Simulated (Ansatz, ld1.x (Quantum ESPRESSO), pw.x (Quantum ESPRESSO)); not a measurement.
# magnesium (Mg): does the TM potential hold in the solid?

ld1.x (Quantum ESPRESSO) 7.5 input, shortened:

```
&input
   title='Mg', zed=12., rel=1, dft='PBE', iswitch=3,
   config='[Ne] 3s2 3p0'
 /
 &inputp
   pseudotype=2, tm=.true., lloc=-1, rcloc=2.75,
   nlcc=.false.
 /
2
3S  1  0   2.00   0.00  2.35  2.35  0.0
3P  2  1   0.00   0.00  3.80  3.80  0.0
 &test
   configts(1)='3s2 3p0'
 /
```

Atomic tests: cutoffs needed: 6 Ry and 18 Ry (the cutoffs (Ry, on a coarse ladder) from which the occupation-weighted sum of valence levels, in a spherical-Bessel basis at the reference potential, stays within 10 and 1 mRy of its value at 400 Ry); ghost test: no extra level below or beside the all-electron valence levels (s, p, d, f tested) (spherical-Bessel basis up to 400 Ry, 20 bohr box); largest excitation error: +113 meV (all-electron minus pseudo) for 3s0 3p1, out of 5 test configurations.

Crystal test: sc Mg in pw.x 7.5, no spin, 11³ k-points, Fermi–Dirac smearing 0.01 Ry, cutoffs 35/140 Ry. The reference is all-electron LAPW (Ansatz 0.2.0) with the same functional, mesh and smearing; V0 and B0 come from Birch–Murnaghan fits to the pressures at five volumes. Errors are pseudo minus all-electron; Δ is the rms difference of the E(V) curves that follow from these fits, minima aligned, over ±6 % about the mean V0. Mesh and smearing are coarse, so the numbers serve the comparison and aren't converged zero-temperature values; the lattice is a test structure that the element need not adopt.

```json
{"V (Å³/atom)": "26.402", "P all-electron (GPa)": "1.08", "P pseudo (GPa)": "1.99"}
{"V (Å³/atom)": "27.097", "P all-electron (GPa)": "0.42", "P pseudo (GPa)": "1.26"}
{"V (Å³/atom)": "27.792", "P all-electron (GPa)": "-0.17", "P pseudo (GPa)": "0.62"}
{"V (Å³/atom)": "28.487", "P all-electron (GPa)": "-0.69", "P pseudo (GPa)": "0.05"}
{"V (Å³/atom)": "29.182", "P all-electron (GPa)": "-1.14", "P pseudo (GPa)": "-0.46"}
```

All-electron: a0 = 3.021 Å (V0 = 27.58 Å³/atom), B0 = 22.7 GPa.

Pseudopotential: mean pressure error (GPa): +0.79; a0 (Å): 3.056; a0 error (%): +1.16; B0 error (%): -3.7; Δ (meV/atom): 4.7. The largest radius (3.80 bohr) exceeds half the bond length (2.86 bohr), so the spheres overlap, which is one possible source of error among others. This is a poor potential for the solid.

Q: At the middle volume, how do free energy and pressure move when the wave cutoff is lowered (ecutrho kept at four times it)?

A:

```tsv
cutoff (Ry)	shift of F (meV/atom)	shift of P (GPa)
16	+8.0	-0.09
21	+1.6	-0.05
28	+0.2	+0.01
```

The run at the middle volume (56 k-points, 5 iterations) took about 2.5 s on one core of a shared host (Neoverse-V1, 32 threads, 247 GiB, load 24).
